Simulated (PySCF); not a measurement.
**J couplings in C$_{2}$H$_{4}$O$_{2}$**

Bonds (- single, = double, # triple, : aromatic): C1-C2 1.495 Å, C2=O3 1.200 Å, C2-O4 1.347 Å. C1 carries H5, H6, H7; O4 carries H8.

Indirect spin–spin couplings were computed at B3LYP/pcJ-2 (PySCF) on a PBE0-D3(BJ)/def2-TZVP structure, for the isolated molecule, without vibrational or relativistic corrections. Couplings are averaged over pairs made equivalent by symmetry, fast rotation or ring inversion, so a value needn't be that of the named pair in this geometry, while other rotamers aren't included; one pair stands for each set, and the list holds those of at least 0.8 Hz over up to four bonds.

Isotopes: ¹³C, ¹H, ¹⁷O. Couplings to quadrupolar nuclei such as 17O and 33S are rarely resolved in practice.

```tsv
pair	bonds	J (Hz)
C1, C2	1	59.4
C1, H5	1	135.0
C2, O3	1	?
C2, O4	1	34.4
O4, H8	1	?
C1, O3	2	-2.8
C1, O4	2	-20.5
C2, H5	2	-6.2
C2, H8	2	?
O3, O4	2	-7.3
H5, H6	2	-15.1
C1, H8	3	?
O3, H5	3	?
O3, H8	3	2.1
O4, H5	3	-2.9
H6, H8	4	1.2
```

**Question.** Estimate the withheld couplings, with signs.

**Answer.** 
- ¹J(C2,O3) = 28.0 Hz (bond length 1.200 Å)
- ¹J(O4,H8) = -76.4 Hz (bond length 0.967 Å)
- ²J(C2,H8) = -6.2 Hz (angle at O4 106°)
- ³J(C1,H8) = 7.1 Hz (dihedral angle 179°)
- ³J(O3,H5) = -1.5 Hz (mean over equivalent pairs that range from -2.1 to -0.6 Hz in this conformer)
